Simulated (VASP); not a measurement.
# Gd (Im-3m) in VASP: further runs, part 2 of 2

VASP 6.6.1.

## Step 5: Single point, PBE, collinear spin, ferromagnetic start

The input, INCAR:

```
PREC = Accurate
ENCUT = 520
EDIFF = 1E-6
ISMEAR = -1
SIGMA = 0.05
LREAL = False
LASPH = True
NELM = 150
ALGO = Normal
ISIF = 2
LWAVE = False
LCHARG = False
ISPIN = 2
MAGMOM = 8.5
LORBIT = 11
LMAXMIX = 6
GGA = PE
```

The input, KPOINTS:

```
regular mesh
0
Gamma
  9 9 9
```

The input, POSCAR:

```
Gd
1.0
   -2.0250000000      2.0250000000      2.0250000000
    2.0250000000     -2.0250000000      2.0250000000
    2.0250000000      2.0250000000     -2.0250000000
Gd
1
Direct
    0.0000000000      0.0000000000      0.0000000000
```

Potentials or basis: VASP PAW PBE potentials, release 64 (Gd).

Launch:

```
> cat potpaw_PBE.64/Gd/POTCAR > POTCAR
> mpirun -np 1 vasp_std > vasp.out
```

OUTCAR:

```text
PREC = Accurate
   ENCUT = 520
   EDIFF = 1E-6
   ISMEAR = -1
   LREAL = False
   LASPH = True
   NELM = 150
   ISIF = 2
   ISPIN = 2
   LORBIT = 11
   GGA = PE

 ion  position               nearest neighbor table
   1  0.000  0.000  0.000-

  LATTYP: Found a body centered cubic cell.
 ALAT       =     4.0500000000

  Lattice vectors:

 A1 = (  -2.0250000000,   2.0250000000,   2.0250000000)
 A2 = (   2.0250000000,  -2.0250000000,   2.0250000000)
 A3 = (   2.0250000000,   2.0250000000,  -2.0250000000)

Analysis of symmetry for initial positions (statically):
=====================================================================
 Subroutine PRICEL returns:
 Original cell was already a primitive cell.

 Routine SETGRP: Setting up the symmetry group for a
 body centered cubic supercell.

 Subroutine GETGRP returns: Found 48 space group operations
 (whereof 48 operations were pure point group operations)
 out of a pool of 48 trial point group operations.

The static configuration has the point symmetry O_h .

Analysis of symmetry for dynamics (positions and initial velocities):
=====================================================================
 Subroutine PRICEL returns:
 Original cell was already a primitive cell.

 Routine SETGRP: Setting up the symmetry group for a
 body centered cubic supercell.

 Subroutine GETGRP returns: Found 48 space group operations
 (whereof 48 operations were pure point group operations)
 out of a pool of 48 trial point group operations.

The dynamic configuration has the point symmetry O_h .

Analysis of structural, dynamic, and magnetic symmetry:
=====================================================================
 Subroutine PRICEL returns:
 Original cell was already a primitive cell.

 Routine SETGRP: Setting up the symmetry group for a
 body centered cubic supercell.

 Subroutine GETGRP returns: Found 48 space group operations
 (whereof 48 operations were pure point group operations)
[... 135 lines left out ...]
 NGX is ok and might be reduce to    28
   NGX = 13   NGY = 13   NGZ = 13

 number of electron      18.0000009 magnetization       7.6018023

 Free energy of the ion-electron system (eV)
  ---------------------------------------------------
  ext. energy  EPLUGINS =         0.00000000
  ---------------------------------------------------
  free energy    TOTEN  =       -11.62301655 eV

  energy without entropy =      -11.60810215  energy(sigma->0) =      -11.61555935

 E-fermi :   2.9735     XC(G=0):  -9.9590

 val. band max:        2.9726419925   @ k =  -0.4444   0.4444   0.2222
 cond. band min:       2.9936407971   @ k =  -0.3333  -0.4444   0.1111
 fundamental gap:      0.0209988046
 Fermi energy:         2.9735321595

 spin component 1

 k-point     1 :       0.0000    0.0000    0.0000
  band No.  band energies     occupation
      1     -42.3510      1.00000
      2     -19.3747      1.00000
      3     -19.3747      1.00000
      4     -19.3747      1.00000
      5      -2.1033      1.00000
      6      -1.9654      1.00000
[... 459 lines left out ...]
      6      -1.9364      1.00000
[... 9 lines left out ...]
     16       7.6040      0.00000
     17       9.5704      0.00000

 [... further k-points ...]

 spin component 2

 k-point     1 :       0.0000    0.0000    0.0000
  band No.  band energies     occupation
      1     -39.1104      1.00000
      2     -16.9738      1.00000
      3     -16.9738      1.00000
      4     -16.9738      1.00000
      5      -1.2409      1.00000
      6       3.3228      0.00092
[... 459 lines left out ...]
      6       3.2520      0.00380
[... 9 lines left out ...]
     16       8.9007      0.00000
     17      11.0189      0.00000

 [... further k-points ...]

------------------------ aborting loop because EDIFF is reached ----------------------------------------

  FORCE on cell =-STRESS in cart. coord.  units (eV):
  Direction    XX          YY          ZZ          XY          YZ          ZX
  --------------------------------------------------------------------------------------
  -------------------------------------------------------------------------------------
  Total        0.0227676      0.0227676      0.0227676      0.0000000      0.0000000      0.0000000
  in kB        1.0982285      1.0982285      1.0982285      0.0000000      0.0000000      0.0000000
  external PRESSURE =       1.0982285 kB  Pullay stress =       0.0000000 kB

 VOLUME and BASIS-vectors are now :
 -----------------------------------------------------------------------------
  energy-cutoff  :      520.00
  volume of cell :       33.22
      direct lattice vectors                 reciprocal lattice vectors
    -2.025000000  2.025000000  2.025000000     0.000000000  0.246913580  0.246913580
     2.025000000 -2.025000000  2.025000000     0.246913580  0.000000000  0.246913580
     2.025000000  2.025000000 -2.025000000     0.246913580  0.246913580  0.000000000

 POSITION                                       TOTAL-FORCE (eV/Angst)
 -----------------------------------------------------------------------------------
      0.00000      0.00000      0.00000         0.000000     -0.000000      0.000000
 -----------------------------------------------------------------------------------
    total drift:                                0.000000     -0.000000     -0.000000

  FREE ENERGIE OF THE ION-ELECTRON SYSTEM (eV)
  ---------------------------------------------------
  free  energy   TOTEN  =       -11.6230165473 eV

  energy  without entropy=      -11.6081021473  energy(sigma->0) =      -11.61555935

 total charge

# of ion       s       p       d       f       tot
--------------------------------------------------
    1        2.072   5.561   0.583   6.983  15.199

 magnetization (x)

# of ion       s       p       d       f       tot
--------------------------------------------------
    1        0.002  -0.059   0.232   6.818   6.993
```

OSZICAR:

```text
N       E                     dE             d eps       ncg     rms          rms(c)
DAV:   1     0.982109745104E+02    0.98211E+02   -0.68650E+03  2948   0.553E+03
DAV:   2     0.428407332950E+01   -0.93927E+02   -0.83480E+02  3141   0.330E+02
[... 13 lines left out ...]
DAV:  16    -0.116234380248E+02   -0.38503E-03   -0.11500E-03  3833   0.731E-01    0.775E-01
DAV:  17    -0.116234209006E+02    0.17124E-04   -0.14402E-04  4249   0.128E-01    0.540E-01
DAV:  18    -0.116231514452E+02    0.26946E-03   -0.24860E-04  2735   0.395E-01    0.552E-01
DAV:  19    -0.116230112752E+02    0.14017E-03   -0.50592E-04  3017   0.531E-01    0.511E-01
DAV:  20    -0.116230169918E+02   -0.57166E-05   -0.77947E-05  4436   0.797E-02    0.471E-01
DAV:  21    -0.116230165473E+02    0.44445E-06   -0.54426E-06  3617   0.447E-02
   1 F= -.11623017E+02 E0= -.11615559E+02  d E =-.149144E-01  mag=     7.6023
```

stdout:

```text
POSCAR found type information on POSCAR Gd
 POSCAR found :  1 types and       1 ions
 scaLAPACK will be used
 LDA part: xc-table for (Slater+PW92), standard interpolation
 POSCAR, INCAR and KPOINTS ok, starting setup
 FFT: planning ... GRIDC
 FFT: planning ... GRID_SOFT
 FFT: planning ... GRID
 WAVECAR not read
 entering main loop
```

Wall time 68 s (1 thread of Intel Xeon Platinum 8488C (Sapphire Rapids), shared host); peak memory 0.2 GiB.

Results:

- Free energy: -11.6230 eV
- Pressure: 0.1 GPa
- Band gap on the k mesh: none (metal or under the smearing width)
- Net moment: 7.60 μB per cell
- Site moments: Gd +6.99 μB
- Valence electrons inside the program's atomic spheres: Gd 15.20

Levels at points of the mesh, in eV from the Fermi level:
Spin up:
```
           k point  band 9  band 10  band 11  band 12  band 13  band 14  band 15  band 16  band 17
(0.00, 0.00, 0.00)   -4.81    -4.81    -4.81    -4.79     1.29     1.29     1.29     3.51     3.51
```
Spin down:
| k point | band 1 | band 2 | band 3 | band 4 | band 5 | band 6 | band 7 | band 8 | band 9 | band 10 |
| --- | --- | --- | --- | --- | --- | --- | --- | --- | --- | --- |
| (0.00, 0.00, 0.00) | -42.08 | -19.95 | -19.95 | -19.95 | -4.21 | 0.35 | 0.35 | 0.35 | 0.65 | 0.65 |

Caveat: spin-orbit coupling is left out, which moves the levels of the heavy elements. The state reached can hang on the start; a lower one may exist.

## Step 6: The runs side by side

| task | cell | k mesh | cutoff (eV) | other keys | gap on the mesh (eV) | pressure (GPa) | moment (μB) | relaxed volume (Å³/atom) |
| --- | --- | --- | --- | --- | --- | --- | --- | --- |
| relaxation of cell and atoms | relaxed | 7 × 7 × 7 | 600 | - | none | 0.0 | 7.63 | 33.14 |
| relaxation of cell and atoms | relaxed | 7 × 7 × 7 | 600 | ALGO = All | none | 0.0 | 7.63 | 33.15 |
| single point | as given | 9 × 9 × 9 | 520 | - | none | 0.1 | 7.60 | - |

Alike in all rows: level PBE; potentials or basis VASP PAW PBE potentials, release 64 (Gd); spin collinear, ferromagnetic start; smearing fermi-dirac 0.05 eV.

Caveats: spin-orbit coupling is left out, which moves the levels of the heavy elements.

Absolute energies hang on the potentials; compare differences alone.
